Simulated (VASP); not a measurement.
# Mo (P-1) in VASP: relaxation of the atoms with LDA

Aim: the relaxation of the atoms of Mo with LDA.

All numbers are computed with VASP 6.6.1; they aren't measurements. Logs are shortened: lines on timing, memory, paths and dates and some standing lists are left out, and cuts for length are marked.

## (1) The undisturbed crystal

The typed cell holds 2 atoms: a = 2.850 Å, b = 2.850 Å, c = 4.030 Å, α = 90.00°, β = 90.00°, γ = 90.00°.

This isn't the form of Mo at room conditions, which is bcc.

## (2) Relaxation of the atoms, LDA (a zone-boundary wave of random shape, sigma 0.15 Å)

The input, INCAR:

```
SYSTEM = Mo
ALGO     = Normal         ! electronic algorithm
EDIFF    = 1E-6           ! SCF threshold, eV
EDIFFG   = -0.005         ! ionic threshold
ENCUT    = 520            ! plane-wave cutoff, eV
GGA      = CA             ! functional
IBRION   = 2              ! ionic algorithm
ISIF     = 2              ! what is computed and relaxed
ISMEAR   = 1              ! smearing method
LASPH    = .TRUE.         ! aspherical terms in the spheres
LCHARG   = .FALSE.        ! write CHGCAR
LREAL    = .FALSE.        ! projectors in reciprocal space
LWAVE    = .FALSE.        ! write WAVECAR
NELM     = 100            ! most SCF steps
NSW      = 40             ! ionic steps
PREC     = Accurate       ! precision mode
SIGMA    = 0.1            ! smearing width, eV
```

The input, KPOINTS:

```
k-points
0
G
  9 9 7
  0 0 0
```

The input, POSCAR:

```
Mo
1.0
    0.0000000000     -2.0150000000     -2.0150000000
    0.0000000000      2.0150000000     -2.0150000000
    4.0300000000      0.0000000000      0.0000000000
Mo
2
Direct
    0.5973156900      0.4864330600      0.4883156200
    0.9026843100      0.0135669400      0.0116843800
```

Potentials or basis: VASP PAW LDA potentials, release 64 (Mo_sv).

Run with:

```console
$ cat potpaw_LDA.64/Mo_sv/POTCAR > POTCAR
$ mpirun -np 1 vasp_std > vasp.out
```

OUTCAR:

```text
SYSTEM = Mo
   EDIFF = 1E-6
   EDIFFG = -0.005
   ENCUT = 520
   GGA = CA
   IBRION = 2
   ISIF = 2
   ISMEAR = 1
   LASPH = .TRUE.
   LREAL = .FALSE.
   NELM = 100
   NSW = 40
   PREC = Accurate

 ion  position               nearest neighbor table
   1  0.597  0.486  0.488-   2 2.50   2 2.59   2 2.65   2 2.73   2 3.07   2 3.14   2 3.19   2 3.26

   2  0.903  0.014  0.012-   1 2.50   1 2.59   1 2.65   1 2.73   1 3.07   1 3.14   1 3.19   1 3.26

  LATTYP: Found a simple tetragonal cell.
 ALAT       =     2.8496403282
 C/A-ratio  =     1.4142135624

  Lattice vectors:

 A1 = (   0.0000000000,  -2.0150000000,  -2.0150000000)
 A2 = (   0.0000000000,   2.0150000000,  -2.0150000000)
 A3 = (   4.0300000000,   0.0000000000,   0.0000000000)

Analysis of symmetry for initial positions (statically):
=====================================================================
 Subroutine PRICEL returns:
 Original cell was already a primitive cell.

 Routine SETGRP: Setting up the symmetry group for a
 simple tetragonal supercell.

 Subroutine GETGRP returns: Found  2 space group operations
 (whereof  1 operations were pure point group operations)
 out of a pool of 16 trial point group operations.

The static configuration has the point symmetry C_1 .
 The point group associated with its full space group is S_2 .

Analysis of symmetry for dynamics (positions and initial velocities):
=====================================================================
 Subroutine PRICEL returns:
 Original cell was already a primitive cell.

 Routine SETGRP: Setting up the symmetry group for a
 simple tetragonal supercell.

 Subroutine GETGRP returns: Found  2 space group operations
 (whereof  1 operations were pure point group operations)
 out of a pool of 16 trial point group operations.

The dynamic configuration has the point symmetry C_1 .
 The point group associated with its full space group is S_2 .

 Subroutine INISYM returns: Found  2 space group operations
 (whereof  1 operations are pure point group operations),
 and found     1 'primitive' translations

----------------------------------------------------------------------------------------

                                     Primitive cell

  volume of cell :      32.7254

  direct lattice vectors                    reciprocal lattice vectors
     0.000000000 -2.015000000 -2.015000000     0.000000000 -0.248138958 -0.248138958
     0.000000000  2.015000000 -2.015000000     0.000000000  0.248138958 -0.248138958
     4.030000000  0.000000000  0.000000000     0.248138958  0.000000000  0.000000000

  length of vectors
     2.849640328  2.849640328  4.030000000     0.350921479  0.350921479  0.248138958

  position of ions in fractional coordinates (direct lattice)
     0.597315690  0.486433060  0.488315620
     0.902684310  0.013566940  0.011684380

  ion indices of the primitive-cell ions
   primitive index   ion index
                 1           1
                 2           2

----------------------------------------------------------------------------------------

 KPOINTS: k-points

Automatic generation of k-mesh.
 Grid dimensions read from file:
 generate k-points for:    9    9    7

 Generating k-lattice:

  Cartesian coordinates                     Fractional coordinates (reciprocal lattice)
     0.000000000 -0.027570995 -0.027570995     0.111111111  0.000000000  0.000000000
     0.000000000  0.027570995 -0.027570995     0.000000000  0.111111111  0.000000000
     0.035448423  0.000000000  0.000000000     0.000000000  0.000000000  0.142857143

  Length of vectors
     0.038991275  0.038991275  0.035448423

  Shift w.r.t. Gamma in fractional coordinates (k-lattice)
     0.000000000  0.000000000  0.000000000

 Subroutine IBZKPT returns following result:
 ===========================================

 Found    284 irreducible k-points:

 Following reciprocal coordinates:
            Coordinates               Weight
  0.000000  0.000000  0.000000      1.000000
  0.111111  0.000000  0.000000      2.000000
  0.000000  0.111111  0.000000      2.000000
  0.222222  0.000000  0.000000      2.000000
  0.000000  0.222222  0.000000      2.000000
  0.333333  0.000000  0.000000      2.000000
[... 16 lines left out ...]
  0.111111  0.444444  0.000000      2.000000
  0.222222  0.222222  0.000000      2.000000
 [... further k-points ...]
   k-points           NKPTS =    284   k-points in BZ     NKDIM =    284   number of bands    NBANDS=     18
   number of dos      NEDOS =    301   number of ions     NIONS =      2
   total plane-waves  NPLWV =  17280
   dimension x,y,z NGX =    24 NGY =   24 NGZ =   30
   dimension x,y,z NGXF=    48 NGYF=   48 NGZF=   60
   ions per type =               2
   NGX,Y,Z   is equivalent  to a cutoff of  14.00, 14.00, 12.38 a.u.
   NGXF,Y,Z  is equivalent  to a cutoff of  28.00, 28.00, 24.75 a.u.
 SYSTEM =  Mo
   PREC   = accura    normal or accurate (medium, high low for compatibility)
   ISTART =      0    job   : 0-new  1-cont  2-samecut
   ICHARG =      2    charge: 1-file 2-atom 10-const
   ISPIN  =      1    spin polarized calculation?
   LNONCOLLINEAR =      F non collinear calculations
   LSORBIT =      F    spin-orbit coupling
   LASPH  =      T    aspherical Exc in radial PAW
   ENCUT  =  520.0 eV  38.22 Ry    6.18 a.u.   5.30  5.30  7.49*2*pi/ulx,y,z
   NELM   =    100;   NELMIN=  2; NELMDL= -5     # of ELM steps
   EDIFF  = 0.1E-05   stopping-criterion for ELM
   LREAL  =      F    real-space projection
   EDIFFG = -.5E-02   stopping-criterion for IOM
   NSW    =     40    number of steps for IOM
   IBRION =      2    ionic relax: 0-MD 1-quasi-New 2-CG
   NFREE  =      1    steps in history (QN), initial steepest desc. (CG)
   ISIF   =      2    stress and relaxation
   ISYM   =      2    0-nonsym 1-usesym 2-fastsym
   POTIM  = 0.5000    time-step for ionic-motion
   TEBEG  =    0.0;   TEEND  =   0.0 temperature during run
   PSTRESS=    0.0 pullay stress
   NELECT =      28.0000    total number of electrons
   NUPDOWN=      -1.0000    fix difference up-down
   EMIN   =  10.00;   EMAX   =-10.00  energy-range for DOS
   EFERMI =   0.00;   METHOD = LEGACY
   ISMEAR =     1;   SIGMA  =   0.10  broadening in eV -4-tet -1-fermi 0-gaus
   EFERMI_NEDOS =   21; number of points for ismear=-14 and -15
   IALGO  =     38    algorithm
   IMIX   =      4    mixing-type and parameters
     AMIX     =   0.40;   BMIX     =  1.00
     AMIX_MAG =   1.60;   BMIX_MAG =  1.00
  volume/ion in A,a.u.               =      16.36       110.42
  Fermi-wavevector in a.u.,A,eV,Ry     =   1.554172  2.936960 32.864208  2.415451
  Thomas-Fermi vector in A             =   2.658297
   LORBIT       =      0    0 simple, 1 ext, 2 COOP (PROOUT), +10 PAW based schemes
   GGA     = CA    functional components
   LHFCALC =     F    Hartree Fock is set to
   AEXX    =    0.0000 exact exchange contribution
   IVDW    =     0    specifies the selected vdW correction
   LEPSILON=     F    determine dielectric tensor
   LRPA    =     F    only Hartree local field effects (RPA)
 conjugate gradient relaxation of ions
 non-spin polarized calculation
 Methfessel and Paxton  Order N= 1 SIGMA  =   0.10
  energy-cutoff  :      520.00
  volume of cell :       32.73
 maximum number of plane-waves:       903
 NGX is ok and might be reduce to    24
   NGX = 11   NGY = 11   NGZ = 15

--------------------------------------- Ionic step        1  -------------------------------------------

 number of electron      27.9999997 magnetization

 Free energy of the ion-electron system (eV)
  ---------------------------------------------------
  ext. energy  EPLUGINS =         0.00000000
  ---------------------------------------------------
  free energy    TOTEN  =       -23.03485849 eV

  energy without entropy =      -23.03497234  energy(sigma->0) =      -23.03489644

------------------------ aborting loop because EDIFF is reached ----------------------------------------

  FORCE on cell =-STRESS in cart. coord.  units (eV):
  Direction    XX          YY          ZZ          XY          YZ          ZX
  --------------------------------------------------------------------------------------
  -------------------------------------------------------------------------------------
  Total       -0.3965103     -1.6042900     -1.0910939     -0.1793719     -2.6756411     -0.0766824
  in kB      -19.4124305    -78.5431498    -53.4179928     -8.7817264   -130.9945716     -3.7542346
  external PRESSURE =     -50.4578577 kB  Pullay stress =       0.0000000 kB
[... 89 lines left out ...]
  FREE ENERGIE OF THE ION-ELECTRON SYSTEM (eV)
  ---------------------------------------------------
  free  energy   TOTEN  =       -23.2198879846 eV

  energy  without entropy=      -23.2196950124  energy(sigma->0) =      -23.21982366

[... ionic steps 4 to 9 ...]

--------------------------------------- Ionic step       10  -------------------------------------------

 number of electron      28.0000008 magnetization

------------------------ aborting loop because EDIFF is reached ----------------------------------------

  FORCE on cell =-STRESS in cart. coord.  units (eV):
  Direction    XX          YY          ZZ          XY          YZ          ZX
  --------------------------------------------------------------------------------------
  -------------------------------------------------------------------------------------
  Total       -3.2935989     -3.0771012     -3.0769208      0.0000806      0.0000295     -0.0000369
  in kB     -161.2486712   -150.6493338   -150.6405031      0.0039471      0.0014447     -0.0018064
  external PRESSURE =    -154.1795027 kB  Pullay stress =       0.0000000 kB
[... 57 lines left out ...]
  energy  without entropy=      -23.3035483782  energy(sigma->0) =      -23.30345997

--------------------------------------- Ionic step       12  -------------------------------------------

 number of electron      28.0000008 magnetization

 Free energy of the ion-electron system (eV)
  ---------------------------------------------------
  ext. energy  EPLUGINS =         0.00000000
  ---------------------------------------------------
  free energy    TOTEN  =       -23.30342107 eV

  energy without entropy =      -23.30355421  energy(sigma->0) =      -23.30346545

 E-fermi :  11.2763     XC(G=0): -13.3350

 val. band max:       11.2730754410   @ k =  -0.2222   0.1111   0.0000
 cond. band min:      11.2780695952   @ k =   0.3333   0.3333   0.0000
 fundamental gap:      0.0049941542
 Fermi energy:        11.2763353887

 k-point     1 :       0.0000    0.0000    0.0000
  band No.  band energies     occupation
      1     -49.0571      2.00000
      2     -48.7765      2.00000
      3     -23.7742      2.00000
      4     -23.0568      2.00000
      5     -23.0568      2.00000
      6     -22.6202      2.00000
[... 10 lines left out ...]
     17      15.1749      0.00000
     18      15.2558      0.00000
[... 466 lines left out ...]
      2     -48.7759      2.00000
      3     -23.4890      2.00000
      4     -23.3601      2.00000
      5     -23.1211      2.00000
      6     -23.0762      2.00000
[... 10 lines left out ...]
     17      12.6610     -0.00000
     18      13.9352      0.00000

 [... further k-points ...]
[... 5 lines left out ...]
  --------------------------------------------------------------------------------------
  -------------------------------------------------------------------------------------
  Total       -3.2936754     -3.0769411     -3.0769816     -0.0000178     -0.0000426      0.0000041
  in kB     -161.2524184   -150.6414983   -150.6434820     -0.0008702     -0.0020864      0.0002029
  external PRESSURE =    -154.1791329 kB  Pullay stress =       0.0000000 kB
[... 17 lines left out ...]
  FREE ENERGIE OF THE ION-ELECTRON SYSTEM (eV)
  ---------------------------------------------------
  free  energy   TOTEN  =       -23.3034210721 eV

  energy  without entropy=      -23.3035542068  energy(sigma->0) =      -23.30346545

 reached required accuracy - stopping structural energy minimisation
```

It took 10 min on 1 thread of AMD EPYC 7R13 (Zen 3), shared host; peak memory 0.21 GiB.

What came out:

```
Free energy               : -23.3034 eV
Energy gained by relaxing : 134.3 meV/atom
Ionic steps               : 12
Pressure after relaxing   : -15.4 GPa
Band gap on the k mesh    : none (metal or under the smearing width)
```

Step by step:
```tsv
step	energy change (eV)	largest force (eV/Å)	pressure (GPa)
1	0.0000	0.8925	-5.05
2	-0.0651	0.6842	-7.41
3	-0.1850	0.7871	-12.08
4	-0.2397	0.4916	-14.38
5	-0.2683	0.0521	-15.42
6	-0.2685	0.0220	-15.41
7	-0.2685	0.0204	-15.42
8	-0.2685	0.0121	-15.42
9	-0.2685	0.0120	-15.42
10	-0.2686	0.0055	-15.42
11	-0.2686	0.0067	-15.42
12	-0.2686	0.0017	-15.42
```

Final structure:
```xyz
2
Lattice="0.0000 -2.0150 -2.0150 0.0000 2.0150 -2.0150 4.0300 0.0000 0.0000" Properties=species:S:1:pos:R:3 pbc="T T T"
Mo    2.0150   -0.0004   -2.0153
Mo    4.0300   -2.0146   -2.0147
```
